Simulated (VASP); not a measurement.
SiC, 8 atoms in the cell. It takes space group P6_3mc (No. 186, hexagonal). The conventional cell has a = 3.088 Å, b = 3.088 Å, c = 10.112 Å, α = 90.00°, β = 90.00°, γ = 120.00°. Si (site symmetry 3m) is surrounded by 4 C at 1.89 to 1.90 Å. Si (site symmetry 3m) has 4 C at 1.89 Å as nearest neighbours. C (site symmetry 3m) has 4 Si at 1.89 to 1.90 Å as nearest neighbours. C (site symmetry 3m) is surrounded by 4 Si at 1.89 Å. The cell is a database's computed one.

| Property | Result |
| --- | --- |
| Program | VASP 6.6.1 |
| Task | relaxation of cell and atoms |
| Functional | rev-vdW-DF2 |
| Potentials or basis | VASP PAW PBE potentials, release 64 (Si, C) |
| Cutoff | 600 eV |
| k mesh | 12 × 12 × 3 |
| Occupations | gaussian, width 0.03 eV |
| Spin | no spin polarisation |
| Further INCAR settings | ALGO = Normal; EDIFF = 1e-07; IBRION = 2; EDIFFG = -0.005; NSW = 90; ISIF = 3 |

Potentials or basis: VASP PAW PBE potentials, release 64 (Si, C).

Launch:

```bash
$ cat potpaw_PBE.64/Si/POTCAR potpaw_PBE.64/C/POTCAR > POTCAR
$ mpirun -np 2 vasp_std > vasp.out
```

Hardware: 2 MPI ranks on Intel(R) Xeon(R) Platinum 8488C (Sapphire Rapids) (shared host).

**Question.** How long does it take, and how much memory?

**Answer.** It took 2.3 min on 2 MPI ranks on Intel(R) Xeon(R) Platinum 8488C (Sapphire Rapids), on a shared host, peak memory 0.6 GiB a rank. Counts: scf iterations 14, k points 38, ion steps 1.
